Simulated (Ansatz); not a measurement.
# GaAs

Method: PBEsol, scalar-relativistic; no spin polarisation; PAW, 420 eV, 10×10×10 k-mesh, Gaussian smearing of 0.05 eV; code Ansatz; PAW files: Ansatz's generated set soft_2.

```xyz
2
Lattice="0.0000 2.8295 2.8295 2.8295 0.0000 2.8295 2.8295 2.8295 0.0000" Properties=species:S:1:pos:R:3 pbc="T T T"
Ga    0.0000    0.0000    0.0000
As    4.2443    4.2443    4.2443
```

The chain of runs began from a cell as deposited in COD, expanded in volume.

The cell is relaxed to zero pressure at this level.

Elastic constants come from the stress of slightly strained cells with relaxed atoms, in GPa, Voigt order xx, yy, zz, yz, xz, xy in the Cartesian frame of the vectors above.

```
109.6  49.1  49.1   0.0   0.0   0.0
 49.1 109.6  49.1   0.0   0.0   0.0
 49.1  49.1 109.6   0.0   0.0   0.0
  0.0   0.0   0.0  55.0   0.0   0.0
  0.0   0.0   0.0   0.0  55.0   0.0
  0.0   0.0   0.0   0.0   0.0  55.0
```

Q: Work out the Voigt, Reuss and Hill moduli.

A: Voigt: K = (C11 + C22 + C33 + 2(C12 + C13 + C23))/9 = 69 GPa, G = (C11 + C22 + C33 − C12 − C13 − C23 + 3(C44 + C55 + C66))/15 = 45 GPa. Reuss, from the compliances S = C⁻¹: K = 69 GPa, G = 41 GPa. Hill means: K = 69 GPa, G = 43 GPa.

Q: And Young's modulus, Poisson's ratio, Pugh's ratio and the anisotropy?

A: E = 9KG/(3K + G) = 107 GPa, ν = (3K − 2G)/(6K + 2G) = 0.24, K/G = 1.60 (under the 1.75 that Pugh's rule, made for metals, takes as the line between brittle and ductile), universal anisotropy index 5G_V/G_R + K_V/K_R − 6 = 0.44. The eigenvalues of C are 55, 55, 55, 60, 60, 208 GPa, all positive.

Q: What sound velocities and Debye temperature follow for a polycrystal?

A: With a density of 5.301 g/cm³ (mean mass 72.3 u, 22.65 Å³/atom), K = 69.3 and G = 43.3 GPa from the unrounded constants, v_l = √((K + 4G/3)/ρ) = 4890 m/s and v_t = √(G/ρ) = 2860 m/s. The mean [(1/v_l³ + 2/v_t³)/3]^(−1/3) is 3170 m/s, and θ_D = (ħ/k_B)(6π²/V)^(1/3) v_m ≈ 330 K, with V the volume an atom. This is the low-temperature, elastic estimate.

For a cubic crystal three numbers say it all: C11 = 109.6, C12 = 49.1, C44 = 55.0 GPa. K = (C11 + 2C12)/3 = 69.3 GPa. The two shear moduli are C44 and C′ = (C11 − C12)/2 = 30.2 GPa, so Zener's ratio C44/C′ is 1.82: the crystal is stiffest along ⟨111⟩ and softest along ⟨100⟩. The Cauchy pressure C12 − C44 is -5.9 GPa; pair forces would make it zero if every atom sat on a centre of inversion, which isn't so here, so internal relaxation also enters.

The equation of state, an independent route, gives B0 = 69 GPa, against 69 GPa here.

The elastic anisotropy of GaAs follows from its directional sp³ bonding. The tetragonal shear measured by C′ leaves the bond lengths unchanged to first order and mainly bends the tetrahedral angles, which costs little energy. The shear governed by C44 also stretches and compresses bonds. Displacement of the two sublattices against each other relieves part of that strain, yet C44 remains well above C′. The stiff ⟨111⟩ directions are those of the bonds themselves.

All three cubic constants are somewhat lower than measured ones, although the lattice parameter is close to experiment. An overexpanded cell is therefore unlikely to be the main cause, and the softness probably reflects the functional's description of the bond stiffness, or the PAW set. The matching bulk modulus from the equation of state supports the numerical consistency of the stresses, but not their accuracy against experiment, since both routes share the same energy surface. The positive eigenvalues establish stability against small homogeneous strains only, leaving phonon instabilities at finite wavevector untested.
